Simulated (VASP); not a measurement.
# Settings for Hf: density of states

Hf, P6_3/mmc (no. 194), 2 atoms in the cell. PBE; PAW potentials Hf_pv (PBE set). VASP 6.6.1.

Wanted: density of states by 0.5 eV bins within 8 %; centre of the states within 12 eV below the valence top within 0.03 eV; states at the Fermi level within 8 %.

What the run is for: density of states; Accuracy asked: standard; k mesh of the density: 11 × 11 × 6.

POSCAR:
```
Hf
1.0
    3.1967000000      0.0000000000      0.0000000000
   -1.5983500000      2.7684234083      0.0000000000
    0.0000000000      0.0000000000      5.0578000000
Hf
2
Direct
    0.6666666667      0.3333333333      0.7500000000
    0.3333333333      0.6666666667      0.2500000000
```

The series start from Plane-wave cutoff (eV): 250; k-point mesh: 13 × 13 × 7; Energy points (NEDOS): 2001; Occupations for the DOS: ISMEAR=-5; Electronic threshold (eV): 1e-6; Precision mode (PREC): Accurate. Each series keeps the choices made before it, and each single choice may use up half of a tolerance. Times cover all steps of a run.

## Plane-wave cutoff (eV)

| Plane-wave cutoff (eV) | Density of states by 0.5 eV bins, largest deviation against the largest value | Centre of the states within 12 eV below the valence top (eV) | States at the Fermi level (states/eV/atom) | Time (s) |
|---|---|---|---|---|
| 180 | 2.7 % | -2.257 | 0.7591 | 22 |
| 220 | 0.68 % | -2.234 | 0.7327 | 20 |
| 250 | 0.26 % | -2.233 | 0.7314 | 23 |
| 290 | 0.26 % | -2.233 | 0.7308 | 33 |
| 350 | 0.063 % | -2.233 | 0.7303 | 39 |
| 440 (reference) | 0 % | -2.233 | 0.7302 | 50 |

Chosen: 220, the loosest value from which every tighter one stays within half of the tolerance.

## k-point mesh

| k-point mesh | Density of states by 0.5 eV bins, largest deviation against the largest value | Centre of the states within 12 eV below the valence top (eV) | States at the Fermi level (states/eV/atom) | Time (s) |
|---|---|---|---|---|
| 6 × 6 × 3 | 26 % | -2.314 | 1.089 | 14 |
| 7 × 7 × 4 | 12 % | -2.268 | 0.7898 | 15 |
| 9 × 9 × 5 | 12 % | -2.253 | 0.729 | 16 |
| 11 × 11 × 6 | 8.2 % | -2.234 | 0.7129 | 18 |
| 13 × 13 × 7 | 7 % | -2.234 | 0.7327 | 20 |
| 16 × 16 × 9 | 3.4 % | -2.234 | 0.7027 | 31 |
| 19 × 19 × 11 | 1.2 % | -2.224 | 0.6977 | 36 |
| 23 × 23 × 13 (reference) | 0 % | -2.225 | 0.6901 | 52 |

Chosen: 16 × 16 × 9.

## Energy points (NEDOS)

| Energy points (NEDOS) | Density of states by 0.5 eV bins, largest deviation against the largest value | Centre of the states within 12 eV below the valence top (eV) | States at the Fermi level (states/eV/atom) | Time (s) |
|---|---|---|---|---|
| 301 | 1.4 % | -2.234 | 0.7284 | 31 |
| 501 | 1.3 % | -2.239 | 0.7127 | 32 |
| 1001 | 0.7 % | -2.236 | 0.7041 | 29 |
| 2001 | 0.27 % | -2.234 | 0.7027 | 31 |
| 4001 (reference) | 0 % | -2.232 | 0.6977 | 30 |

Chosen: 501.

## Occupations for the DOS

| Occupations for the DOS | Density of states by 0.5 eV bins, largest deviation against the largest value | Centre of the states within 12 eV below the valence top (eV) | States at the Fermi level (states/eV/atom) | Time (s) |
|---|---|---|---|---|
| ISMEAR=-5 | 0 % | -2.239 | 0.7127 | 32 |
| ISMEAR=-4 | 0 % | -2.239 | 0.7127 | 32 |
| ISMEAR=0 SIGMA=0.05 | 6.5 % | -2.229 | 0.7044 | 28 |
| ISMEAR=0 SIGMA=0.1 | 6.3 % | -2.221 | 0.6947 | 29 |
| ISMEAR=-15 SIGMA=0.025 | 0.27 % | -2.237 | 0.7127 | 34 |
| ISMEAR=1 SIGMA=0.1 | 6.6 % | -2.229 | 0.7126 | 28 |

Chosen: ISMEAR=-5; no other choice that stays within half of the tolerance saves 30 % of the time.

## Electronic threshold (eV)

| Electronic threshold (eV) | Density of states by 0.5 eV bins, largest deviation against the largest value | Centre of the states within 12 eV below the valence top (eV) | States at the Fermi level (states/eV/atom) | Time (s) |
|---|---|---|---|---|
| 0.001 | 1.4 % | -2.238 | 0.7176 | 26 |
| 0.0001 | 0.12 % | -2.239 | 0.7121 | 30 |
| 1e-5 | 0.0059 % | -2.239 | 0.7128 | 31 |
| 1e-6 (reference) | 0 % | -2.239 | 0.7127 | 32 |

Chosen: 0.001.

## Precision mode (PREC)

| Precision mode (PREC) | Density of states by 0.5 eV bins, largest deviation against the largest value | Centre of the states within 12 eV below the valence top (eV) | States at the Fermi level (states/eV/atom) | Time (s) |
|---|---|---|---|---|
| Normal | 0.024 % | -2.238 | 0.7177 | 23 |
| Accurate (reference) | 0 % | -2.238 | 0.7176 | 26 |

Chosen: Normal.

## All choices together

| Input | Density of states by 0.5 eV bins, largest deviation against the largest value | Centre of the states within 12 eV below the valence top (eV) | States at the Fermi level (states/eV/atom) | Time (s) |
|---|---|---|---|---|
| defaults for smearing, thresholds and mesh (naive) | 30 % | -2.247 | 1.211 | 14 |
| chosen settings | 3.2 % | -2.238 | 0.7177 | 23 |
| reference settings throughout | 0 % | -2.221 | 0.6933 | 153 |

The tolerance is met.

## The input

INCAR.step1:
```
SYSTEM = Hf
ALGO = Normal
EDIFF = 0.001
ENCUT = 220
GGA = PE
GGA_COMPAT = .False.
ISMEAR = 1
LASPH = .True.
LCHARG = .True.
LMAXMIX = 4
LREAL = .False.
LWAVE = .False.
NBANDS = 26
NELM = 120
PREC = Normal
SIGMA = 0.1
```

INCAR.step2, as INCAR.step1 but for:
```
- ISMEAR = 1
- LCHARG = .True.
- SIGMA = 0.1
+ EMAX = 12.9146
+ EMIN = -9.0854
+ ICHARG = 11
+ ISMEAR = -5
+ LCHARG = .False.
+ LORBIT = 11
+ NEDOS = 501
```

KPOINTS.step1:
```
k-points
0
Gamma
  11 11 6
```

KPOINTS.step2:
```
Automatic mesh
0
Gamma
  16 16 9
  0 0 0
```

Commands (each step's output is kept before the next begins):
```
cat potpaw_PBE.64/Hf_pv/POTCAR > POTCAR
cp INCAR.step1 INCAR
cp KPOINTS.step1 KPOINTS
mpirun -np 1 vasp_std > vasp.out
cp INCAR.step2 INCAR
cp KPOINTS.step2 KPOINTS
mpirun -np 1 vasp_std > vasp.out
```

The chosen input took VASP 6.6.1 23 s on 1 core (Intel Xeon Platinum 8259CL @ 2.50GHz (Skylake/Cascade Lake)), a shared host.

## An input that fails: tetrahedra on too few k points

VASP's message: IBZKPT: tetrahedron method fails for NKPT<4. NKPT = 1.

k mesh: 13 × 13 × 7 becomes 1 × 1 × 1.

Changes against the starting input:
```
(step 2)
- NELM = 120
+ NELM = 82
```
